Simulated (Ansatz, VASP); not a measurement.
S in VASP and in Ansatz

```xyz
2
Lattice="0.0000 2.7787 2.7787 2.7787 0.0000 2.7787 2.7787 2.7787 0.0000" Properties=species:S:1:pos:R:3 pbc="T T T"
S     2.7787    2.7787    2.7787
S     4.1680    4.1680    4.1680
```

Alike in both runs: task single point; functional PBE; k mesh 14 × 14 × 14; occupations gaussian, width 0.1 eV; no spin polarisation.

|  | VASP | Ansatz |
| --- | --- | --- |
| version | VASP 6.6.1 | Ansatz 0.2.0 |
| potentials or method | VASP PAW PBE potentials, release 64 (S) | scalar-relativistic, plane waves, PAW |
| plane-wave cutoff (eV) | 520 | 420 |
| valence electrons in the cell | 12 | 12 |

VASP gave:

| Property | Result |
| --- | --- |
| gap on the k mesh at the Fermi level (eV) | none |
| pressure (GPa) | 6.6 |

Question: Estimate Ansatz's values.

Answer: gap on the k mesh at the Fermi level (eV): none; pressure (GPa): 6.7.

A gap of «none» marks a metal or a gap that the smearing closes.
